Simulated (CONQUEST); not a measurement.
# PbS (Galena) (Fm-3m) in CONQUEST: further runs

One crystal, PbS (Galena), is run at these levels: PBE; tasks: single point.

All numbers are computed with CONQUEST 1.3; they aren't measurements. Logs are shortened: lines on timing, memory, paths and dates and some standing lists are left out, and cuts for length are marked.

**1. The crystal as given**

The structure is cubic, space group Fm-3m (No. 225). Conventional cell: a = 5.932 Å, b = 5.932 Å, c = 5.932 Å, α = 90.00°, β = 90.00°, γ = 90.00°. Pb (site symmetry m-3m) is surrounded by 6 S at 2.97 Å. S (site symmetry m-3m) is surrounded by 6 Pb at 2.97 Å.

**2. Single point, PBE**

Input file Conquest_input:

```
IO.Title PbS
IO.Coordinates coords.dat
IO.FractionalAtomicCoords T
IO.Iprint 2
IO.Iprint_init 1
General.NumberOfSpecies 2
General.PseudopotentialType hamann
AtomMove.TypeOfRun static
AtomMove.FullStress T
Grid.GridCutoff 120
DM.SolutionMethod diagon
Diag.MPMesh T
Diag.GammaCentred T
Diag.MPMeshX 6
Diag.MPMeshY 6
Diag.MPMeshZ 5
Diag.kT 0.00183747
minE.SCTolerance 1e-6
SC.MaxIters 100
IO.AtomChargeOutput T
%block ChemicalSpeciesLabel
1 207.200 Pb
2 32.070 S
%endblock
```

Input file coords.dat:

```
    7.9258966308     0.0000000000     0.0000000000
    0.0000000000     7.9258966308     0.0000000000
    0.0000000000     0.0000000000    11.2089105082
4
  0.0000000000   0.0000000000   0.0000000000 1 T T T
  0.5000000000   0.5000000000   0.5000000000 1 T T T
  0.0000000000   0.0000000000   0.5000000000 2 T T T
  0.5000000000   0.5000000000   0.0000000000 2 T T T
```

Potentials or basis: PseudoDojo NC PBE, SZP, grid cutoff 120 Ha.

Command:

```sh
$ Conquest
```

What it wrote:

```text
Simulation cell dimensions:     7.9259 a0 x     7.9259 a0 x    11.2089 a0

      Atomic coordinates (a0)
         Atom         X         Y         Z  Species
            1    0.0000    0.0000    0.0000        1
            2    3.9629    3.9629    5.6045        1
            3    0.0000    0.0000    5.6045        2
            4    3.9629    3.9629    0.0000        2

         Monkhorst-Pack mesh:   6 x   6 x   5 gamma-centred
        This calculation includes non-local pseudopotentials,
         with a maximum core radius of      7.54117217

    Job title: PbS
    Job to be run: static calculation

[... 5 lines left out ...]
      Using Fermi-Dirac smearing

    Integration grid size:     40 x   40 x   60

    Integration grid spacing:  0.198 a0 x 0.198 a0 x 0.187 a0

    Number of species:  2
    --------------------------------------------------------
    |   #  mass (au)  Charge (e)  SF Rad (a0)  NSF  Label  |
    --------------------------------------------------------
    |   1    207.200      14.000        7.926   14  Pb     |
    |   2     32.070       6.000        6.341    9  S      |
    --------------------------------------------------------
          SCF tolerance:                 0.00000100
          SCF iterations:               100

    The functional used will be GGA PBE96

           radial cut-off to be used is taken to be max PAO cut-off radius for this species:    7.541172

           greatest ang. mom. for making density from PAOs:  2

           radial cut-off to be used is taken to be max PAO cut-off radius for this species:    6.083497

           greatest ang. mom. for making density from PAOs:  2
    Minimum blocs/proc is     1500. Maximum blocs/proc is     1500
    set_atom_dens: In set_atomic_density, electrons :      40.000000000000
 matrix_size & matrix_size_padH =           46          46

    Screened ion int: energy:    -123.037203466192 Ha

    new_SC_potl: Starting.  Tolerance:  0.10000E-05

    PulayMixSC: Starting Pulay mixing, A_up =  0.500 A_dn =  0.500
    PulayMixSC: Spin non-polarised calculation.
          Harris-Foulkes Energy            :      -162.916632087464109 Ha
          (TS=0 as O(N) or entropic contribution is negligible)
          DFT Total Energy                 :      -162.819289456428578 Ha
          Total number of electrons        :        39.999999999999723
    PulayMixSC: Pulay iteration     1 residual:              0.24531E-02
          Harris-Foulkes Energy            :      -162.878909629297880 Ha
          GroundState Energy (E-(1/2)TS)   :      -162.878909908170073 Ha
          Free Energy (E-TS)               :      -162.878910187042266 Ha
          DFT Total Energy                 :      -162.871572631715935 Ha
          Total number of electrons        :        40.000024789153883
    PulayMixSC: Pulay iteration     2 residual:              0.98365E-03
          Harris-Foulkes Energy            :      -162.876082972202596 Ha
          GroundState Energy (E-(1/2)TS)   :      -162.876083061362209 Ha
          Free Energy (E-TS)               :      -162.876083150521822 Ha
          DFT Total Energy                 :      -162.875974176455003 Ha
          Total number of electrons        :        40.000038303670195
    PulayMixSC: Pulay iteration     3 residual:              0.31993E-03
          Harris-Foulkes Energy            :      -162.876003856116569 Ha
          (TS=0 as O(N) or entropic contribution is negligible)
          DFT Total Energy                 :      -162.875987195581388 Ha
          Total number of electrons        :        40.000055523821018
    PulayMixSC: Pulay iteration     4 residual:              0.52627E-04
          Harris-Foulkes Energy            :      -162.875996499225636 Ha
          (TS=0 as O(N) or entropic contribution is negligible)
          DFT Total Energy                 :      -162.875994933024174 Ha
          Total number of electrons        :        40.000056393652919
    PulayMixSC: Pulay iteration     5 residual:              0.11088E-04
          Harris-Foulkes Energy            :      -162.875995972235870 Ha
          (TS=0 as O(N) or entropic contribution is negligible)
          DFT Total Energy                 :      -162.875995788675539 Ha
          Total number of electrons        :        40.000056551970474
    PulayMixSC: Pulay iteration     6 residual:              0.38072E-05
          Harris-Foulkes Energy            :      -162.875995900947260 Ha
          (TS=0 as O(N) or entropic contribution is negligible)
          DFT Total Energy                 :      -162.875995900743249 Ha
          Total number of electrons        :        40.000056473437780
    PulayMixSC: Pulay iteration     7 residual:              0.15132E-06
    PulayMixSC: Reached SCF tolerance of  0.15132E-06 after      7 iterations
      | Number of electrons      =        40.000056
      |* band energy as 2Tr[K.H] =       -23.029206633395390 Ha
      |  screened ion-ion energy =      -123.037203466191755 Ha
      |  Ha correction           =         0.745076830323412 Ha
      |  XC correction           =       -17.554656648050724 Ha
      |* Harris-Foulkes energy   =      -162.875995900947260 Ha
      |* DFT total energy        =      -162.875995900743249 Ha
      |  estimated accuracy      =        -0.000000000204011 Ha

    force: Forces on atoms (Ha/a0)
    force:  Atom   X              Y              Z
    force:     1   0.0000000000   0.0000000000  -0.0000000000
    force:     2   0.0000000000   0.0000000000   0.0000000000
    force:     3  -0.0000000000  -0.0000000000  -0.0000000000
    force:     4   0.0000000000  -0.0000000000  -0.0000000000

    force: Maximum force :        0.00000000(Ha/a0) on atom         1 in z direction
    force: Force Residual:        0.00000000 Ha/a0
    force: Total stress:         -3.29450337     0.00000000     0.00000000 GPa
                             0.00000000    -3.29450337     0.00000000
                             0.00000000     0.00000000    -3.28197237
    force: Average pressure:      3.29032637 GPa

    force: Finished force
    get_E_and_F: Change in energy during last step of electronic optimisation:  0.71289E-07

    BIBLIOGRAPHY: Please consider citing the following references in the conquest.bib file

    CONQUEST:         Bowler2002pt, Miyazaki2004, Nakata2020
    Basis:            Bowler2019
    DM:               Bowler:2006xr
    Pseudopotentials: Hamann2013, Bowler2019
    XC functional:    Perdew1996
```

Wall time 27 s (1 thread of AMD EPYC 7B13 (Zen 3), shared host); peak memory 0.44 GiB.

Results:

| Item | Value |
| --- | --- |
| Free energy | -4432.0816 eV |
| Pressure | 3.3 GPa |
| Mulliken charges | Pb +0.44; S -0.44 e |

Caveat: the atomic basis is small; Mulliken charges move with the basis; this odd mesh misses L, where the gap lies, so gap, dielectric constants and Born charges aren't listed; the basis of atomic orbitals isn't converged, which shifts pressures, moduli and gaps. The run has no spin-orbit coupling, so splittings on Pb are missing.

**3. Single point, PBE**

Conquest_input is that of step 2.

coords.dat is that of step 2.

Potentials or basis: PseudoDojo NC PBE, SZ, grid cutoff 120 Ha.

Command:

```sh
$ Conquest
```

Run time: 12 s. Hardware: 1 thread of AMD EPYC 7B13 (Zen 3), shared host; peak memory 0.27 GiB.

The run converged. Its results:

- Free energy: -4430.7797 eV
- Pressure: 6.5 GPa
- Mulliken charges: Pb +0.51; S -0.51 e

Levels at points of the mesh, in eV from the Fermi level:
| k point | band 16 | band 17 | band 18 | band 19 | band 20 | band 21 | band 22 | band 23 | band 24 | band 25 |
| --- | --- | --- | --- | --- | --- | --- | --- | --- | --- | --- |
| (0.00, 0.00, 0.00) | -3.98 | -3.98 | -2.60 | -2.60 | -2.60 | 4.85 | 4.85 | 4.86 | 5.25 | 5.39 |
| (0.00, 0.50, 0.00) | -4.25 | -2.30 | -2.30 | -1.09 | -1.09 | 1.26 | 1.26 | 2.30 | 2.30 | 4.51 |
| (0.50, 0.00, 0.00) | -4.25 | -2.30 | -2.30 | -1.09 | -1.09 | 1.26 | 1.26 | 2.30 | 2.30 | 4.51 |
| (0.50, 0.50, 0.00) | -5.82 | -3.98 | -3.98 | -3.98 | -3.98 | 5.24 | 5.24 | 5.39 | 5.39 | 5.40 |

Caveat: the atomic basis is small; Mulliken charges move with the basis; this odd mesh misses L, where the gap lies, so gap, dielectric constants and Born charges aren't listed; the box holds several primitive cells, so bands are folded and the points are those of the box's own zone; the basis of atomic orbitals isn't converged, which shifts pressures, moduli and gaps; the real-space grid breaks the cell's symmetry a little. The run has no spin-orbit coupling, so splittings on Pb are missing.

**4. Single point, PBE (atoms moved at random, drawn with an rms of 0.05 Å)**

Conquest_input is that of step 3.

Input file coords.dat:

```
    7.9258966308     0.0000000000     0.0000000000
    0.0000000000     7.9258966308     0.0000000000
    0.0000000000     0.0000000000    11.2089105082
4
  0.4988985000   0.4873135000   0.5011745000 1 T T T
  0.9988985000   0.9873135000   0.0011745000 1 T T T
  0.4966195000   0.4942865000   0.9995825000 2 T T T
  0.9966195000   0.9942865000   0.4995825000 2 T T T
```

Potentials or basis: PseudoDojo NC PBE, DZP, grid cutoff 120 Ha.

Command:

```sh
$ Conquest
```

Wall time 43 s (1 thread of AMD EPYC 7B13 (Zen 3), shared host); peak memory 0.57 GiB.

It converged, with:

- Free energy: -4432.2897 eV
- Pressure: 2.8 GPa
- Largest force: 0.030 eV/Å
- Band gap on the k mesh: 0.86 eV
- Mulliken charges: Pb +0.64; S -0.64 e

Forces in eV/Å, atoms in the order of the input:
```
Pb  -0.009  0.027 -0.010
Pb  -0.009  0.027 -0.010
S    0.010 -0.025  0.008
S    0.010 -0.025  0.008
```

Levels at points of the mesh, in eV from the valence-band top:
| k point | band 17 | band 18 | band 19 | band 20 | band 21 | band 22 | band 23 | band 24 |
| --- | --- | --- | --- | --- | --- | --- | --- | --- |
| (0.00, 0.00, 0.00) | -3.21 | -1.90 | -1.89 | -1.89 | 4.15 | 5.52 | 5.53 | 5.54 |
| (0.00, 0.50, 0.00) | -1.68 | -1.68 | -0.59 | -0.59 | 1.73 | 1.73 | 2.66 | 2.66 |
| (0.50, 0.00, 0.00) | -1.68 | -1.68 | -0.59 | -0.59 | 1.73 | 1.73 | 2.66 | 2.66 |
| (0.50, 0.50, 0.00) | -3.21 | -3.21 | -3.21 | -3.21 | 4.15 | 4.15 | 5.91 | 5.91 |

Caveat: Mulliken charges move with the basis; the box holds several primitive cells, so bands are folded and the points are those of the box's own zone; spin-orbit coupling is left out, which as a rule narrows the gap of such compounds by several tenths of an eV; an odd mesh through Γ misses points on the zone boundary, where band edges often lie; the basis of atomic orbitals isn't converged, which shifts pressures, moduli and gaps.

**5. Single point, PBE (atoms moved at random, drawn with an rms of 0.05 Å)**

Conquest_input is that of step 4.

coords.dat is that of step 4.

Potentials or basis: PseudoDojo NC PBE, DZ, grid cutoff 120 Ha.

Command:

```sh
$ Conquest
```

What it wrote:

```text
Simulation cell dimensions:     7.9259 a0 x     7.9259 a0 x    11.2089 a0

      Atomic coordinates (a0)
         Atom         X         Y         Z  Species
            1    3.9542    3.8624    5.6176        1
            2    7.9172    7.8253    0.0132        1
            3    3.9362    3.9177   11.2042        2
            4    7.8991    7.8806    5.5998        2

         Monkhorst-Pack mesh:   6 x   6 x   5 gamma-centred
        This calculation includes non-local pseudopotentials,
         with a maximum core radius of      7.54117217

    Job title: PbS
    Job to be run: static calculation

[... 5 lines left out ...]
      Using Fermi-Dirac smearing

    Integration grid size:     40 x   40 x   60

    Integration grid spacing:  0.198 a0 x 0.198 a0 x 0.187 a0

    Number of species:  2
    --------------------------------------------------------
    |   #  mass (au)  Charge (e)  SF Rad (a0)  NSF  Label  |
[... 64 lines left out ...]
          DFT Total Energy                 :      -162.853238734252784 Ha
          Total number of electrons        :        40.000054074964680
    PulayMixSC: Pulay iteration     7 residual:              0.17017E-06
    PulayMixSC: Reached SCF tolerance of  0.17017E-06 after      7 iterations
      | Number of electrons      =        40.000054
      |* band energy as 2Tr[K.H] =       -22.575398902262549 Ha
      |  screened ion-ion energy =      -123.036707962525298 Ha
      |  Ha correction           =         0.300747202163447 Ha
      |  XC correction           =       -17.541875755294342 Ha
      | GS Energy as E-(1/2)TS   =      -162.853238938569405 Ha
      | Free Energy as E-TS      =      -162.853239142909644 Ha
      |* Harris-Foulkes energy   =      -162.853238734229137 Ha
      |* DFT total energy        =      -162.853238734252784 Ha
      |  estimated accuracy      =         0.000000000023647 Ha

    force: Forces on atoms (Ha/a0)
    force:  Atom   X              Y              Z
    force:     1  -0.0002747616   0.0007831043  -0.0002761899
    force:     2  -0.0002747616   0.0007831043  -0.0002761899
    force:     3   0.0002953160  -0.0007993024   0.0002402130
    force:     4   0.0002953160  -0.0007993024   0.0002402130

    force: Maximum force :        0.00079930(Ha/a0) on atom         3 in y direction
    force: Force Residual:        0.00088001 Ha/a0
    force: Total stress:         -4.64201479     0.06184554     0.00028227 GPa
                             0.06184554    -4.73363181     0.00021482
                             0.00028227     0.00021482    -4.66516656
    force: Average pressure:      4.68027106 GPa

    force: Finished force
    get_E_and_F: Change in energy during last step of electronic optimisation:  0.69559E-07

    BIBLIOGRAPHY: Please consider citing the following references in the conquest.bib file

    CONQUEST:         Bowler2002pt, Miyazaki2004, Nakata2020
    Basis:            Bowler2019
    DM:               Bowler:2006xr
    Pseudopotentials: Hamann2013, Bowler2019
    XC functional:    Perdew1996
```

Wall time 24 s (1 thread of AMD EPYC 7B13 (Zen 3), shared host); peak memory 0.41 GiB.

What came out:

* Free energy: -4431.4624 eV
* Pressure: 4.7 GPa
* Largest force: 0.046 eV/Å
* Band gap on the k mesh: 0.90 eV
* Mulliken charges: Pb +0.69; S -0.69 e

Forces on the atoms (eV/Å):
```
Pb  -0.014  0.040 -0.014
Pb  -0.014  0.040 -0.014
S    0.015 -0.041  0.012
S    0.015 -0.041  0.012
```

Caveat: the atomic basis is small; Mulliken charges move with the basis; spin-orbit coupling is left out, which as a rule narrows the gap of such compounds by several tenths of an eV; an odd mesh through Γ misses points on the zone boundary, where band edges often lie; the basis of atomic orbitals isn't converged, which shifts pressures, moduli and gaps.

**6. The reference run**

An earlier run on the cell as given: functional PBE; potentials or basis PseudoDojo NC PBE, DZP, grid cutoff 120 Ha; k mesh 6 × 6 × 5; occupations fermi-dirac, width 0.05 eV; no spin polarisation.

* Pressure: 2.8 GPa
* Mulliken charges: Pb +0.64; S -0.64 e

**7. Summary**

| potentials or basis | cell | gap on the mesh (eV) | pressure (GPa) | largest force (eV/Å) |
| --- | --- | --- | --- | --- |
| PseudoDojo NC PBE, SZP, grid cutoff 120 Ha | as given | - | 3.3 | - |
| PseudoDojo NC PBE, SZ, grid cutoff 120 Ha | as given | - | 6.5 | - |
| PseudoDojo NC PBE, DZP, grid cutoff 120 Ha | atoms moved at random, drawn with an rms of 0.05 Å | 0.86 | 2.8 | 0.03 |
| PseudoDojo NC PBE, DZ, grid cutoff 120 Ha | atoms moved at random, drawn with an rms of 0.05 Å | 0.90 | 4.7 | 0.05 |
| PseudoDojo NC PBE, DZP, grid cutoff 120 Ha | as given | - | 2.8 | - |

Alike in all rows: task single point; level PBE; no spin polarisation; k mesh 6 × 6 × 5; smearing fermi-dirac 0.05 eV.

Caveats: the basis of atomic orbitals isn't converged, which shifts pressures, moduli and gaps; the atomic basis is small (some runs); the box holds several primitive cells, so bands are folded and the points are those of the box's own zone (some runs); spin-orbit coupling is left out, which as a rule narrows the gap of such compounds by several tenths of an eV (some runs); an odd mesh through Γ misses points on the zone boundary, where band edges often lie (some runs); the real-space grid breaks the cell's symmetry a little (some runs).

Total energies depend on the potentials used, so only differences within one code and one set of settings carry meaning.
